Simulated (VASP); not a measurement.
# Zn (P6_3/mmc) in VASP: notebook

Runs on Zn. Level: RPBE. Tasks: relaxation of cell and atoms.

Program: VASP 6.6.1. These are calculated values, not measurements. Logs are shortened: lines on timing, memory, paths and dates and some standing lists are left out, and cuts for length are marked.

## (1) The crystal as given

Symmetry: P6_3/mmc, No. 194, hexagonal system. Conventional cell: a = 2.670 Å, b = 2.670 Å, c = 4.966 Å, α = 90.00°, β = 90.00°, γ = 120.00°. Zn (site symmetry -6m2) is surrounded by 12 Zn at 2.67 to 2.92 Å.

## (2) Relaxation of cell and atoms, RPBE

INCAR

```
PREC = Accurate
ENCUT = 600
EDIFF = 1E-6
ISMEAR = 1
SIGMA = 0.1
LREAL = F
LASPH = T
NELM = 80
ALGO = Normal
ISIF = 3
LWAVE = F
LCHARG = F
GGA = RP
IBRION = 2
NSW = 90
EDIFFG = -0.01
```

KPOINTS

```
Automatic mesh
0
Gamma
  18 18 8
```

POSCAR

```
Zn
1.0
    2.6700000000      0.0000000000      0.0000000000
   -1.3350000000      2.3122878281      0.0000000000
    0.0000000000      0.0000000000      4.9660000000
Zn
2
Direct
    0.3333333333      0.6666666667      0.2500000000
    0.6666666667      0.3333333333      0.7500000000
```

Potentials or basis: VASP PAW PBE potentials, release 64 (Zn).

The run is started by

```sh
> cat potpaw_PBE.64/Zn/POTCAR > POTCAR
> mpirun -np 1 vasp_std > vasp.out
```

OUTCAR:

```text
PREC = Accurate
   ENCUT = 600
   EDIFF = 1E-6
   ISMEAR = 1
   LREAL = F
   LASPH = T
   NELM = 80
   ISIF = 3
   GGA = RP
   IBRION = 2
   NSW = 90
   EDIFFG = -0.01

 ion  position               nearest neighbor table
   1  0.333  0.667  0.250-   2 2.92   2 2.92   2 2.92   2 2.92   2 2.92   2 2.92
   2  0.667  0.333  0.750-   1 2.92   1 2.92   1 2.92   1 2.92   1 2.92   1 2.92

  LATTYP: Found a hexagonal cell.
 ALAT       =     2.6700000000
 C/A-ratio  =     1.8599250936

  Lattice vectors:

 A1 = (   2.6700000000,   0.0000000000,   0.0000000000)
 A2 = (  -1.3350000000,   2.3122878281,   0.0000000000)
 A3 = (   0.0000000000,   0.0000000000,   4.9660000000)

Analysis of symmetry for initial positions (statically):
=====================================================================
 Subroutine PRICEL returns:
 Original cell was already a primitive cell.

 Routine SETGRP: Setting up the symmetry group for a
 hexagonal supercell.

 Subroutine GETGRP returns: Found 24 space group operations
 (whereof 12 operations were pure point group operations)
 out of a pool of 24 trial point group operations.

The static configuration has the point symmetry D_3d.
 The point group associated with its full space group is D_6h.

Analysis of symmetry for dynamics (positions and initial velocities):
=====================================================================
 Subroutine PRICEL returns:
 Original cell was already a primitive cell.

 Routine SETGRP: Setting up the symmetry group for a
 hexagonal supercell.

 Subroutine GETGRP returns: Found 24 space group operations
 (whereof 12 operations were pure point group operations)
 out of a pool of 24 trial point group operations.

The dynamic configuration has the point symmetry D_3d.
 The point group associated with its full space group is D_6h.

 Subroutine INISYM returns: Found 24 space group operations
 (whereof 12 operations are pure point group operations),
 and found     1 'primitive' translations

----------------------------------------------------------------------------------------

                                     Primitive cell

  volume of cell :      30.6591

  direct lattice vectors                    reciprocal lattice vectors
     2.670000000  0.000000000  0.000000000     0.374531835  0.216236056  0.000000000
    -1.335000000  2.312287828  0.000000000     0.000000000  0.432472112  0.000000000
     0.000000000  0.000000000  4.966000000     0.000000000  0.000000000  0.201369311

  length of vectors
     2.670000000  2.670000000  4.966000000     0.432472112  0.432472112  0.201369311

  position of ions in fractional coordinates (direct lattice)
     0.333333333  0.666666667  0.250000000
     0.666666667  0.333333333  0.750000000

  ion indices of the primitive-cell ions
   primitive index   ion index
                 1           1
                 2           2

----------------------------------------------------------------------------------------

 KPOINTS: Automatic mesh

Automatic generation of k-mesh.
 Grid dimensions read from file:
 generate k-points for:   18   18    8

 Generating k-lattice:

  Cartesian coordinates                     Fractional coordinates (reciprocal lattice)
     0.020807324  0.012013114  0.000000000     0.055555556  0.000000000  0.000000000
     0.000000000  0.024026228  0.000000000     0.000000000  0.055555556  0.000000000
     0.000000000  0.000000000  0.025171164     0.000000000  0.000000000  0.125000000

  Length of vectors
     0.024026228  0.024026228  0.025171164

  Shift w.r.t. Gamma in fractional coordinates (k-lattice)
     0.000000000  0.000000000  0.000000000

 Subroutine IBZKPT returns following result:
 ===========================================

 Found    185 irreducible k-points:

 Following reciprocal coordinates:
            Coordinates               Weight
  0.000000  0.000000  0.000000      1.000000
  0.055556  0.000000  0.000000      6.000000
  0.111111  0.000000  0.000000      6.000000
  0.166667  0.000000  0.000000      6.000000
  0.222222  0.000000  0.000000      6.000000
  0.277778  0.000000  0.000000      6.000000
[... 16 lines left out ...]
  0.333333  0.111111  0.000000     12.000000
  0.388889  0.111111  0.000000     12.000000
 [... further k-points ...]
   k-points           NKPTS =    185   k-points in BZ     NKDIM =    185   number of bands    NBANDS=     16
   number of dos      NEDOS =    301   number of ions     NIONS =      2
   total plane-waves  NPLWV =  23040
   dimension x,y,z NGX =    24 NGY =   24 NGZ =   40
   dimension x,y,z NGXF=    48 NGYF=   48 NGZF=   80
   ions per type =               2
   NGX,Y,Z   is equivalent  to a cutoff of  14.94, 14.94, 13.39 a.u.
   NGXF,Y,Z  is equivalent  to a cutoff of  29.89, 29.89, 26.78 a.u.
 SYSTEM =  unknown system
   PREC   = accura    normal or accurate (medium, high low for compatibility)
   ISTART =      0    job   : 0-new  1-cont  2-samecut
   ICHARG =      2    charge: 1-file 2-atom 10-const
   ISPIN  =      1    spin polarized calculation?
   LNONCOLLINEAR =      F non collinear calculations
   LSORBIT =      F    spin-orbit coupling
   LASPH  =      T    aspherical Exc in radial PAW
   ENCUT  =  600.0 eV  44.10 Ry    6.64 a.u.   5.33  5.33  9.92*2*pi/ulx,y,z
   NELM   =     80;   NELMIN=  2; NELMDL= -5     # of ELM steps
   EDIFF  = 0.1E-05   stopping-criterion for ELM
   LREAL  =      F    real-space projection
   EDIFFG = -.1E-01   stopping-criterion for IOM
   NSW    =     90    number of steps for IOM
   IBRION =      2    ionic relax: 0-MD 1-quasi-New 2-CG
   NFREE  =      1    steps in history (QN), initial steepest desc. (CG)
   ISIF   =      3    stress and relaxation
   ISYM   =      2    0-nonsym 1-usesym 2-fastsym
   POTIM  = 0.5000    time-step for ionic-motion
   TEBEG  =    0.0;   TEEND  =   0.0 temperature during run
   PSTRESS=    0.0 pullay stress
   NELECT =      24.0000    total number of electrons
   NUPDOWN=      -1.0000    fix difference up-down
   EMIN   =  10.00;   EMAX   =-10.00  energy-range for DOS
   EFERMI =   0.00;   METHOD = LEGACY
   ISMEAR =     1;   SIGMA  =   0.10  broadening in eV -4-tet -1-fermi 0-gaus
   EFERMI_NEDOS =   21; number of points for ismear=-14 and -15
   IALGO  =     38    algorithm
   IMIX   =      4    mixing-type and parameters
     AMIX     =   0.40;   BMIX     =  1.00
     AMIX_MAG =   1.60;   BMIX_MAG =  1.00
  volume/ion in A,a.u.               =      15.33       103.45
  Fermi-wavevector in a.u.,A,eV,Ry     =   1.508778  2.851177 30.972445  2.276410
  Thomas-Fermi vector in A             =   2.619187
   LORBIT       =      0    0 simple, 1 ext, 2 COOP (PROOUT), +10 PAW based schemes
   GGA     = RP    functional components
   LHFCALC =     F    Hartree Fock is set to
   AEXX    =    0.0000 exact exchange contribution
   IVDW    =     0    specifies the selected vdW correction
   LEPSILON=     F    determine dielectric tensor
   LRPA    =     F    only Hartree local field effects (RPA)
 conjugate gradient relaxation of ions
 non-spin polarized calculation
 Methfessel and Paxton  Order N= 1 SIGMA  =   0.10
  energy-cutoff  :      600.00
  volume of cell :       30.66
 maximum number of plane-waves:      1064
 NGX is ok and might be reduce to    24
   NGX = 11   NGY = 11   NGZ = 19

--------------------------------------- Ionic step        1  -------------------------------------------

 number of electron      24.0000003 magnetization

 Free energy of the ion-electron system (eV)
  ---------------------------------------------------
  ext. energy  EPLUGINS =         0.00000000
  ---------------------------------------------------
  free energy    TOTEN  =        -1.47563232 eV

  energy without entropy =       -1.47565804  energy(sigma->0) =       -1.47564090

------------------------ aborting loop because EDIFF is reached ----------------------------------------

  FORCE on cell =-STRESS in cart. coord.  units (eV):
  Direction    XX          YY          ZZ          XY          YZ          ZX
  --------------------------------------------------------------------------------------
  -------------------------------------------------------------------------------------
  Total        0.4771327      0.4771327      0.4956008      0.0000000      0.0000000      0.0000000
  in kB       24.9338812     24.9338812     25.8989821      0.0000000      0.0000000      0.0000000
  external PRESSURE =      25.2555815 kB  Pullay stress =       0.0000000 kB
[... 89 lines left out ...]
  FREE ENERGIE OF THE ION-ELECTRON SYSTEM (eV)
  ---------------------------------------------------
  free  energy   TOTEN  =        -1.4839786620 eV

  energy  without entropy=       -1.4840137482  energy(sigma->0) =       -1.48399036

[... ionic steps 4 to 7 ...]

--------------------------------------- Ionic step        8  -------------------------------------------

 number of electron      23.9999973 magnetization

------------------------ aborting loop because EDIFF is reached ----------------------------------------

  FORCE on cell =-STRESS in cart. coord.  units (eV):
  Direction    XX          YY          ZZ          XY          YZ          ZX
  --------------------------------------------------------------------------------------
  -------------------------------------------------------------------------------------
  Total        0.0428093      0.0428093      0.0375313      0.0000000      0.0000000     -0.0000000
  in kB        2.1367320      2.1367320      1.8732931      0.0000000      0.0000000     -0.0000000
  external PRESSURE =       2.0489190 kB  Pullay stress =       0.0000000 kB
[... 57 lines left out ...]
  energy  without entropy=       -1.4899328997  energy(sigma->0) =       -1.49006638

--------------------------------------- Ionic step       10  -------------------------------------------

 number of electron      23.9999976 magnetization

 Free energy of the ion-electron system (eV)
  ---------------------------------------------------
  ext. energy  EPLUGINS =         0.00000000
  ---------------------------------------------------
  free energy    TOTEN  =        -1.49037799 eV

  energy without entropy =       -1.49031432  energy(sigma->0) =       -1.49035676

 E-fermi :   2.8317     XC(G=0): -11.1125

 val. band max:        2.8282599793   @ k =   0.3333   0.1111   0.0000
 cond. band min:       2.8992231748   @ k =   0.1111   0.0000   0.2500
 fundamental gap:      0.0709631954
 Fermi energy:         2.8317318778

 k-point     1 :       0.0000    0.0000    0.0000
  band No.  band energies     occupation
      1      -7.1092      2.00000
      2      -5.6020      2.00000
      3      -4.9572      2.00000
      4      -4.7057      2.00000
      5      -4.7057      2.00000
      6      -4.6710      2.00000
[... 8 lines left out ...]
     15      18.1991      0.00000
     16      20.6065      0.00000
[... 420 lines left out ...]
  band No.  band energies     occupation
      1      -5.2898      2.00000
      2      -5.2040      2.00000
      3      -5.0853      2.00000
      4      -4.7258      2.00000
      5      -4.5477      2.00000
      6      -4.5461      2.00000
[... 8 lines left out ...]
     15       7.8201      0.00000
     16       9.5272      0.00000

 [... further k-points ...]
[... 5 lines left out ...]
  --------------------------------------------------------------------------------------
  -------------------------------------------------------------------------------------
  Total        0.0046969      0.0046969     -0.0069747      0.0000000      0.0000000      0.0000000
  in kB        0.2337395      0.2337395     -0.3470906      0.0000000      0.0000000      0.0000000
  external PRESSURE =       0.0401294 kB  Pullay stress =       0.0000000 kB
[... 17 lines left out ...]
  FREE ENERGIE OF THE ION-ELECTRON SYSTEM (eV)
  ---------------------------------------------------
  free  energy   TOTEN  =        -1.4903779871 eV

  energy  without entropy=       -1.4903143168  energy(sigma->0) =       -1.49035676

 reached required accuracy - stopping structural energy minimisation
```

It took 7.3 min on 1 thread of AMD EPYC 9R14 (Zen 4), shared host; peak memory 0.21 GiB.

What came out:

| Item | Value |
| --- | --- |
| Free energy | -1.4904 eV |
| Relaxed volume | 16.10 Å³/atom |
| Relaxed cell | a = 2.672 Å, b = 2.672 Å, c = 5.208 Å, α = 90.00°, β = 90.00°, γ = 120.00° |
| Space group after relaxing (to 0.05 Å) | P6_3/mmc (No. 194) |
| Energy gained by relaxing | 7.4 meV/atom |
| Ionic steps | 10 |
| Pressure after relaxing | 0.0 GPa |
| Band gap on the k mesh | none (metal or under the smearing width) |

Step by step:
```
step  energy change (eV)  largest force (eV/Å)  pressure (GPa)  volume (Å³)
   1              0.0000                0.0000            2.53        30.66
   2             -0.0083                0.0000            0.11        31.74
   3             -0.0083                0.0000           -0.02        31.82
   4             -0.0088                0.0000            0.04        31.84
   5             -0.0111                0.0000           -0.04        31.92
   6             -0.0145                0.0000            0.17        32.07
   7             -0.0145                0.0000            0.27        32.13
   8             -0.0147                0.0000            0.20        32.10
   9             -0.0145                0.0000           -0.29        32.42
  10             -0.0147                0.0000            0.00        32.20
```

Final structure:
```yaml
crystal:
  lattice:
    - [2.67175, 0.00000, 0.00000]
    - [-1.33587, 2.31380, 0.00000]
    - [0.00000, 0.00000, 5.20802]
  atoms:
    - { symbol: Zn, position: [0.33333, 0.66667, 0.25000] }
    - { symbol: Zn, position: [0.66667, 0.33333, 0.75000] }
```

Caveat: the PAW data sets were made with another functional, which shifts forces and pressure a little.

## (3) Relaxation of cell and atoms, RPBE

This run uses another cell than the first one, of 16.10 Å³/atom, 1.050 times its volume.

Changes to INCAR since step 2:

```diff
@@ -2,3 +2,3 @@
 ENCUT = 600
-EDIFF = 1E-6
+EDIFF = 1E-7
 ISMEAR = 1
@@ -15,2 +15,2 @@
 NSW = 90
-EDIFFG = -0.01
+EDIFFG = -0.005
```

KPOINTS is that of step 2.

POSCAR

```
Zn                                      
1.0
    2.6717461160     -0.0000000000     -0.0000000000
   -1.3358730580      2.3138000089     -0.0000000000
    0.0000000000     -0.0000000000      5.2080244150
  Zn            
     2
Direct
     0.3333333332999970    0.6666666667000030    0.2500000000000000
     0.6666666667000030    0.3333333332999970    0.7500000000000000
```

Potentials or basis: VASP PAW PBE potentials, release 64 (Zn).

The run is started by

```sh
> cat potpaw_PBE.64/Zn/POTCAR > POTCAR
> mpirun -np 1 vasp_std > vasp.out
```

Run time: 1.7 min. Hardware: 1 thread of AMD EPYC 9R14 (Zen 4), shared host; peak memory 0.2 GiB.

Results (log left out):

| Property | Result |
| --- | --- |
| Free energy | -1.4908 eV |
| Relaxed volume | 16.10 Å³/atom |
| Relaxed cell | a = 2.672 Å, b = 2.672 Å, c = 5.208 Å, α = 90.00°, β = 90.00°, γ = 120.00° |
| Space group after relaxing (to 0.05 Å) | P6_3/mmc (No. 194) |
| Energy gained by relaxing | 0.0 meV/atom |
| Ionic steps | 2 |
| Pressure after relaxing | 0.0 GPa |
| Band gap on the k mesh | none (metal or under the smearing width) |

Final structure:
```cif
data_structure
_symmetry_space_group_name_H-M 'P 1'
_symmetry_Int_Tables_number 1
_cell_length_a 2.6724
_cell_length_b 2.6724
_cell_length_c 5.2075
_cell_angle_alpha 90.000
_cell_angle_beta 90.000
_cell_angle_gamma 120.000
_cell_volume 32.21
loop_
_atom_site_label
_atom_site_type_symbol
_atom_site_fract_x
_atom_site_fract_y
_atom_site_fract_z
_atom_site_occupancy
Zn1 Zn 0.33333 0.66667 0.25000 1
Zn2 Zn 0.66667 0.33333 0.75000 1
```

Levels at points of the mesh, in eV from the Fermi level:
```
           k point  band 10  band 11  band 12  band 13  band 14  band 15
(0.00, 0.00, 0.00)    -7.00    -7.00    -3.54    -3.53    11.67    15.37
(0.50, 0.00, 0.00)    -6.78    -2.49    -1.86     2.25     3.56     3.60
(0.00, 0.00, 0.50)    -7.07    -7.07    -7.07     3.61     3.61    18.88
(0.50, 0.00, 0.50)    -6.79    -1.61    -1.61     0.23     0.23     9.26
```

Caveat: the PAW data sets were made with another functional, which shifts forces and pressure a little.
